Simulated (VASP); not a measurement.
# BaTiO3 (Pm-3m) in VASP: Born charges and dielectric tensor with LDA

Aim: the Born charges and dielectric tensor of BaTiO3 with LDA.

Everything below comes from runs of VASP 6.6.1. Logs are shortened: lines on timing, memory, paths and dates and some standing lists are left out, and cuts for length are marked.

## (1) The structure

It takes space group Pm-3m (No. 221, cubic). The conventional cell has a = 3.983 Å, b = 3.983 Å, c = 3.983 Å, α = 90.00°, β = 90.00°, γ = 90.00°. Ba (site symmetry m-3m) is surrounded by 12 O at 2.82 Å. Around Ti (site symmetry m-3m) lie 6 O at 1.99 Å. Around O (site symmetry 4/mmm) lie 2 Ti at 1.99 Å.

## (2) Born charges and dielectric tensor, LDA

INCAR

```
SYSTEM = BaTiO3
  ALGO = Normal
  EDIFF = 1E-8
  ENCUT = 600
  GGA = CA
  IBRION = 8
  ISIF = 2
  ISMEAR = 0
  LASPH = .True.
  LCHARG = .False.
  LEPSILON = .True.
  LREAL = .False.
  LWAVE = .False.
  NELM = 80
  NSW = 1
  PREC = Accurate
  SIGMA = 0.02
```

KPOINTS

```
k-points
0
Gamma
  8 8 8
  0 0 0
```

POSCAR

```
BaTiO3
1.0
    3.9832200000      0.0000000000      0.0000000000
    0.0000000000      3.9832200000      0.0000000000
    0.0000000000      0.0000000000      3.9832200000
Ba Ti O
1 1 3
Direct
    0.0000000000      0.0000000000      0.0000000000
    0.5000000000      0.5000000000      0.5000000000
    0.5000000000      0.5000000000      0.0000000000
    0.0000000000      0.5000000000      0.5000000000
    0.5000000000      0.0000000000      0.5000000000
```

Potentials or basis: VASP PAW LDA potentials, release 64 (Ba_sv, Ti_sv, O).

The run is started by

```console
cat potpaw_LDA.64/Ba_sv/POTCAR potpaw_LDA.64/Ti_sv/POTCAR potpaw_LDA.64/O/POTCAR > POTCAR
mpirun -np 1 vasp_std > vasp.out
```

OUTCAR:

```text
SYSTEM = BaTiO3
   EDIFF = 1E-8
   ENCUT = 600
   GGA = CA
   IBRION = 8
   ISIF = 2
   ISMEAR = 0
   LASPH = .True.
   LEPSILON = .True.
   LREAL = .False.
   NELM = 80
   NSW = 1
   PREC = Accurate

 ion  position               nearest neighbor table
   1  0.000  0.000  0.000-   3 2.82   4 2.82   5 2.82   4 2.82   5 2.82   3 2.82   4 2.82   4 2.82
                             3 2.82   5 2.82   5 2.82   3 2.82   2 3.45   2 3.45   2 3.45   2 3.45
   2  0.500  0.500  0.500-   3 1.99   4 1.99   5 1.99   3 1.99   5 1.99   4 1.99   1 3.45   1 3.45
                             1 3.45   1 3.45   1 3.45   1 3.45   1 3.45   1 3.45
   3  0.500  0.500  0.000-   2 1.99   2 1.99   1 2.82   1 2.82   1 2.82   1 2.82
   4  0.000  0.500  0.500-   2 1.99   2 1.99   1 2.82   1 2.82   1 2.82   1 2.82
   5  0.500  0.000  0.500-   2 1.99   2 1.99   1 2.82   1 2.82   1 2.82   1 2.82

  LATTYP: Found a simple cubic cell.
 ALAT       =     3.9832200000

  Lattice vectors:

 A1 = (   3.9832200000,   0.0000000000,   0.0000000000)
 A2 = (   0.0000000000,   3.9832200000,   0.0000000000)
 A3 = (   0.0000000000,   0.0000000000,   3.9832200000)

Analysis of symmetry for initial positions (statically):
=====================================================================
 Subroutine PRICEL returns:
 Original cell was already a primitive cell.

 Routine SETGRP: Setting up the symmetry group for a
 simple cubic supercell.

 Subroutine GETGRP returns: Found 48 space group operations
 (whereof 48 operations were pure point group operations)
 out of a pool of 48 trial point group operations.

The static configuration has the point symmetry O_h .

Analysis of symmetry for dynamics (positions and initial velocities):
=====================================================================
 Subroutine PRICEL returns:
 Original cell was already a primitive cell.

 Routine SETGRP: Setting up the symmetry group for a
 simple cubic supercell.

 Subroutine GETGRP returns: Found 48 space group operations
 (whereof 48 operations were pure point group operations)
 out of a pool of 48 trial point group operations.

The dynamic configuration has the point symmetry O_h .

 Subroutine INISYM returns: Found 48 space group operations
 (whereof 48 operations are pure point group operations),
 and found     1 'primitive' translations

----------------------------------------------------------------------------------------

                                     Primitive cell

  volume of cell :      63.1979

  direct lattice vectors                    reciprocal lattice vectors
     3.983220000  0.000000000  0.000000000     0.251053168  0.000000000  0.000000000
     0.000000000  3.983220000  0.000000000     0.000000000  0.251053168  0.000000000
     0.000000000  0.000000000  3.983220000     0.000000000  0.000000000  0.251053168

  length of vectors
     3.983220000  3.983220000  3.983220000     0.251053168  0.251053168  0.251053168

  position of ions in fractional coordinates (direct lattice)
     0.000000000  0.000000000  0.000000000
     0.500000000  0.500000000  0.500000000
     0.500000000  0.500000000  0.000000000
     0.000000000  0.500000000  0.500000000
     0.500000000  0.000000000  0.500000000

  ion indices of the primitive-cell ions
   primitive index   ion index
                 1           1
                 2           2
                 3           3
                 4           4
                 5           5

----------------------------------------------------------------------------------------

 KPOINTS: k-points

Automatic generation of k-mesh.
 Grid dimensions read from file:
 generate k-points for:    8    8    8

 Generating k-lattice:

  Cartesian coordinates                     Fractional coordinates (reciprocal lattice)
[... 825 lines left out ...]
 -----------------------------------------------------------------------------
     0.00216  0.00000  0.00000
     0.00000  0.00216 -0.00000
     0.00000 -0.00000 -0.00382

[... ionic steps 4 to 9 ...]

--------------------------------------- Ionic step       10  -------------------------------------------

------------------------ aborting loop because EDIFF is reached ----------------------------------------

[... ionic steps 11 to 11 ...]

--------------------------------------- Ionic step       12  -------------------------------------------

 Free energy of the ion-electron system (eV)
  ---------------------------------------------------
  ---------------------------------------------------
  free energy    TOTEN  =        -0.36882522 eV

  energy without entropy =       -0.36882522

------------------------ aborting loop because EDIFF is reached ----------------------------------------

 INTERNAL STRAIN TENSOR  FOR ION    3  DIRECTION 3   (eV/Angst):
 -----------------------------------------------------------------------------
    -0.01086  0.00000 -0.00000
     0.00000 -0.01086  0.00000
     0.00000  0.00000  0.02541

 MACROSCOPIC STATIC DIELECTRIC TENSOR (including local field effects in DFT)
 ------------------------------------------------------
           6.833299    -0.000000     0.000000
           0.000000     6.833299     0.000000
          -0.000000    -0.000000     6.833299
 ------------------------------------------------------

 PIEZOELECTRIC TENSOR (including local field effects)  for field in x, y, z        (e  Angst)
          XX          YY          ZZ          XY          YZ          ZX
  --------------------------------------------------------------------------------
  x     0.00000     0.00000     0.00000     0.00000     0.00000     0.00000
  y     0.00000     0.00000     0.00000     0.00000     0.00000     0.00000
  z     0.00000     0.00000     0.00000     0.00000     0.00000     0.00000

 PIEZOELECTRIC TENSOR (including local field effects)  for field in x, y, z        (C/m^2)
          XX          YY          ZZ          XY          YZ          ZX
  --------------------------------------------------------------------------------
  x     0.00000     0.00000     0.00000     0.00000     0.00000     0.00000
  y     0.00000     0.00000     0.00000     0.00000     0.00000     0.00000
  z     0.00000     0.00000     0.00000     0.00000     0.00000     0.00000

 BORN EFFECTIVE CHARGES (including local field effects) (in |e|, cummulative output)
 ---------------------------------------------------------------------------------
 ion    1
    1     2.73868     0.00000     0.00000
    2    -0.00000     2.73868     0.00000
    3    -0.00000    -0.00000     2.73868
 ion    2
    1     7.42442     0.00000    -0.00000
    2    -0.00000     7.42442     0.00000
    3    -0.00000    -0.00000     7.42442
 ion    3
    1    -2.15356     0.00000    -0.00000
    2     0.00000    -2.15356    -0.00000
    3    -0.00000    -0.00000    -5.85598
 ion    4
    1    -5.85598    -0.00000    -0.00000
    2    -0.00000    -2.15356     0.00000
    3     0.00000     0.00000    -2.15356
 ion    5
    1    -2.15356    -0.00000    -0.00000
    2     0.00000    -5.85598     0.00000
    3     0.00000     0.00000    -2.15356

 INTERNAL STRAIN TENSOR FOR ION    5 for displacements in x,y,z  (eV/Angst):
          X           Y           Z          XY          YZ          ZX
  --------------------------------------------------------------------------------
  x     0.00000     0.00000     0.00000     0.00000     0.00000     0.00000
  y     0.00000     0.00000     0.00000     0.00000     0.00000     0.00000
  z     0.00000     0.00000     0.00000     0.00000     0.00000     0.00000

 SECOND DERIVATIVES (NOT SYMMETRIZED)
 ------------------------------------
               1X          1Y          1Z          2X          2Y          2Z          3X          3Y          3Z          4X          4Y          4Z          5X          5Y          5Z
  1X    -6.453133    0.000000    0.000000    3.546226   -0.000000    0.000000    0.812774   -0.000000    0.000000    1.281359    0.000000   -0.000000    0.812774    0.000000   -0.000000
  1Y     0.000000   -6.453133    0.000000    0.000000    3.546226   -0.000000   -0.000000    0.812774   -0.000000    0.000000    0.812774   -0.000000    0.000000    1.281359    0.000000
  1Z    -0.000000   -0.000000   -6.453133    0.000000    0.000000    3.546226   -0.000000   -0.000000    1.281359   -0.000000    0.000000    0.812774    0.000000    0.000000    0.812774
  2X     3.534347    0.000000    0.000000    0.356065   -0.000000   -0.000000    0.704259    0.000000    0.000000   -5.298930   -0.000000   -0.000000    0.704259   -0.000000   -0.000000
  2Y     0.000000    3.534347    0.000000   -0.000000    0.356065   -0.000000    0.000000    0.704259   -0.000000   -0.000000    0.704259    0.000000   -0.000000   -5.298930   -0.000000
  2Z     0.000000    0.000000    3.534347   -0.000000   -0.000000    0.356065   -0.000000   -0.000000   -5.298930   -0.000000    0.000000    0.704259    0.000000   -0.000000    0.704259
  3X     0.809910    0.000000    0.000000    0.679130    0.000000    0.000000   -5.464663    0.000000    0.000000    4.570136    0.000000    0.000000   -0.594513    0.000000    0.000000
  3Y     0.000000    0.809910    0.000000    0.000000    0.679130    0.000000    0.000000   -5.464663    0.000000    0.000000   -0.594513    0.000000    0.000000    4.570136    0.000000
  3Z     0.000000    0.000000    1.281572   -0.000000   -0.000000   -5.287242   -0.000000   -0.000000   -5.110338   -0.000000   -0.000000    4.558004   -0.000000   -0.000000    4.558004
  4X     1.281572    0.000000    0.000000   -5.287242    0.000000   -0.000000    4.558004    0.000000   -0.000000   -5.110338    0.000000   -0.000000    4.558004   -0.000000   -0.000000
  4Y     0.000000    0.809910    0.000000    0.000000    0.679130    0.000000    0.000000   -0.594513    0.000000    0.000000   -5.464663    0.000000    0.000000    4.570136    0.000000
  4Z     0.000000    0.000000    0.809910    0.000000    0.000000    0.679130    0.000000    0.000000    4.570136    0.000000    0.000000   -5.464663    0.000000    0.000000   -0.594513
  5X     0.809910    0.000000    0.000000    0.679130    0.000000    0.000000   -0.594513    0.000000    0.000000    4.570136    0.000000    0.000000   -5.464663    0.000000    0.000000
  5Y     0.000000    1.281572    0.000000    0.000000   -5.287242   -0.000000    0.000000    4.558004   -0.000000   -0.000000    4.558004   -0.000000   -0.000000   -5.110338   -0.000000
  5Z     0.000000    0.000000    0.809910    0.000000    0.000000    0.679130    0.000000    0.000000    4.570136    0.000000    0.000000   -0.594513    0.000000    0.000000   -5.464663

 Eigenvectors and eigenvalues of the dynamical matrix
 ----------------------------------------------------

   1 f  =   13.851698 THz    87.032785 2PiTHz  462.042911 cm-1    57.285994 meV
             X         Y         Z           dx          dy          dz
      0.000000  0.000000  0.000000     0.013661    0.003004    0.000000
      1.991610  1.991610  1.991610    -0.193181   -0.042482   -0.000000
      1.991610  1.991610  0.000000     0.482543    0.106114   -0.000000
      0.000000  1.991610  1.991610    -0.671320    0.106114   -0.000000
      1.991610  0.000000  1.991610     0.482543   -0.147628   -0.000000
[... 105 lines left out ...]
  15 f/i=    6.278859 THz    39.451232 2PiTHz  209.440177 cm-1    25.967261 meV
             X         Y         Z           dx          dy          dz
      0.000000  0.000000  0.000000    -0.010213    0.004641   -0.002156
      1.991610  1.991610  1.991610    -0.600315    0.272771   -0.126753
      1.991610  1.991610  0.000000     0.261982   -0.119039    0.115953
      0.000000  1.991610  1.991610     0.549164   -0.119039    0.055316
      1.991610  0.000000  1.991610     0.261982   -0.249529    0.055316

--------------------------------------------------------------------------------------------------------

 MACROSCOPIC STATIC DIELECTRIC TENSOR IONIC CONTRIBUTION
 ------------------------------------------------------
           0.609948    -0.000000    -0.000000
          -0.000000     0.609948     0.000000
          -0.000000    -0.000000     0.609948
 ------------------------------------------------------

 ELASTIC MODULI CONTR FROM IONIC RELAXATION (kBar)
 Direction    XX          YY          ZZ          XY          YZ          ZX
 --------------------------------------------------------------------------------
 XX           0.0000      0.0000      0.0000      0.0000      0.0000      0.0000
 YY           0.0000      0.0000      0.0000      0.0000      0.0000      0.0000
 ZZ           0.0000      0.0000      0.0000      0.0000      0.0000      0.0000
 XY           0.0000      0.0000      0.0000      0.0000      0.0000      0.0000
 YZ           0.0000      0.0000      0.0000      0.0000      0.0000      0.0000
 ZX           0.0000      0.0000      0.0000      0.0000      0.0000      0.0000
 --------------------------------------------------------------------------------

 PIEZOELECTRIC TENSOR IONIC CONTR  for field in x, y, z        (C/m^2)
          XX          YY          ZZ          XY          YZ          ZX
  --------------------------------------------------------------------------------
  x     0.00000     0.00000     0.00000     0.00000     0.00000     0.00000
  y     0.00000     0.00000     0.00000     0.00000     0.00000     0.00000
  z     0.00000     0.00000     0.00000     0.00000     0.00000     0.00000
```

Wall time 35 min (1 thread of Intel Xeon Platinum 8375C at 2.90GHz (Ice Lake), shared host); peak memory 0.7 GiB.

What came out:

| Property | Result |
| --- | --- |
| Band gap on the k mesh | 1.68 eV, indirect (least direct gap 1.81 eV) |
| Electronic dielectric tensor (diagonal) | 6.83 |
| Born charges (mean of the diagonal) | Ba +2.74; Ti +7.42; O -3.39 e |
| Highest phonon frequency at Γ, LO-TO splitting left out | 462 cm⁻¹ |
| Most unstable mode | 209i cm⁻¹ |

Phonon frequencies in cm⁻¹ (negative: imaginary):
```tsv
q point	frequencies
(0.000, 0.000, 0.000)	-209 -209 -209 0 0 0 176 176 176 288 288 288 462 462 462
```

Electronic dielectric tensor:
```
6.83 0.00 0.00
0.00 6.83 0.00
0.00 0.00 6.83
```

Born effective charge tensors (e):
atom 1, Ba
```
2.74 0.00 0.00
0.00 2.74 0.00
0.00 0.00 2.74
```
atom 2, Ti
```
7.42 0.00 0.00
0.00 7.42 0.00
0.00 0.00 7.42
```
atom 3, O
```
-2.15  0.00  0.00
 0.00 -2.15  0.00
 0.00  0.00 -5.86
```
atom 4, O
```
-5.86  0.00  0.00
 0.00 -2.15  0.00
 0.00  0.00 -2.15
```
atom 5, O
```
-2.15  0.00  0.00
 0.00 -5.86  0.00
 0.00  0.00 -2.15
```

Caveat: some modes are imaginary; spin-orbit coupling is left out, which moves the levels of the heavy elements. A k mesh can miss the band edges.
